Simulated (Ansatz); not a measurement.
The system is BaTiO3.

```xyz
5
Lattice="3.9998 0.0000 0.0000 0.0000 3.9998 0.0000 0.0000 0.0000 4.0180" Properties=species:S:1:pos:R:3 pbc="T T T"
Ba    0.0000    0.0000    0.0000
Ti    1.9999    1.9999    1.9688
O     0.0000    1.9999    2.0773
O     1.9999    0.0000    2.0773
O     1.9999    1.9999    0.0763
```

Base run:

```yaml
Program: Ansatz 0.2.0
Functional: PBEsol
Potentials_or_basis: all-electron LAPW, scalar-relativistic
Cutoff: 400 eV (chosen from the basis error)
Basis_error_allowed: 0.002 eV/atom
k_mesh: 7 × 7 × 7
Occupations: fermi-dirac, width 0.05 eV
Spin: no spin polarisation
Hubbard_terms: Ti d U = 6 eV
```

Its results: band gap on the k mesh 2.64 eV, indirect (least direct gap 2.83 eV); pressure -1.7 GPa; largest force 0.212 eV/Å.

Task: The run is repeated on the same cell with these changes: hubbard terms from Ti d U = 6 eV to Ti d U = 8 eV. What comes out?

Result: Band gap on the k mesh 2.99 eV, indirect (least direct gap 3.20 eV); pressure -0.8 GPa; largest force 0.370 eV/Å.

Caveats: U is the effective U less J, on atomic orbitals that reach past the spheres; spin-orbit coupling is left out, which moves the levels of the heavy elements; the mesh misses the band edges, which the band path finds closer together.
